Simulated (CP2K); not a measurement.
The system is Sc.

```
Sc
1.0
     3.30900    0.00000    0.00000
    -1.65450    2.86568    0.00000
     0.00000    0.00000    5.27330
Sc
2
Direct
  0.66667 0.33333 0.75000
  0.33333 0.66667 0.25000
```

Base run:

```yaml
Program: CP2K 2026.2
Functional: PBEsol
Dispersion: rVV10
Potentials_or_basis: POTENTIAL_UZH Sc GTH-PBE-q11; TZVP-MOLOPT-PBE-GTH basis
Density_cutoff: 6123 eV
k_mesh: 9 × 9 × 5
Occupations: fermi-dirac, width 0.05 eV
Spin: no spin polarisation
```

Its results: band gap on the k mesh none (metal or under the smearing width); pressure -3.1 GPa.

After a change of settings the same cell gave: band gap on the k mesh none (metal or under the smearing width); pressure -5.4 GPa. Which change was it?
A. dispersion from rVV10 to D3
B. dispersion from rVV10 to D3(BJ)
C. dispersion from rVV10 to none
D. dispersion from rVV10 to D4

B.

Caveats: the potentials were made for another functional, which shifts forces and pressure; the basis of atomic orbitals isn't converged, which shifts pressures, moduli and gaps; pairwise dispersion overbinds metals, which lowers pressure and volume.
